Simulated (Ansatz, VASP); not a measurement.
# One calculation of AlN, two programs

```xyz
2
Lattice="0.0000 2.0168 2.0168 2.0168 0.0000 2.0168 2.0168 2.0168 0.0000" Properties=species:S:1:pos:R:3 pbc="T T T"
Al    0.0000    0.0000    0.0000
N     2.0168    2.0168    2.0168
```

Change from the starting cell: volume scaled by 1.06, PAW files.

Alike in both runs: task electric field gradients; functional PBE; k mesh 10 × 10 × 10; occupations fermi-dirac, width 0.02 eV; no spin polarisation.

|  | VASP | Ansatz |
| --- | --- | --- |
| version | VASP 6.6.1 | Ansatz 0.2.0 |
| potentials or method | VASP PAW PBE potentials, release 64 (Al, N) | PAW with Ansatz's default frozen-core files, scalar-relativistic |
| plane-wave cutoff (eV) | 520 | 420 |
| valence electrons in the cell | 8 | 8 |

```csv
,VASP,Ansatz,Ansatz less VASP
gap on the k mesh at the Fermi level (eV),4.68,4.70,+0.023
pressure (GPa),7.0,7.3,+0.30
Vzz of the field gradient on the site that differs most (V/Å²),0.0,0.0,0.00
```

A k mesh can miss the band edges.
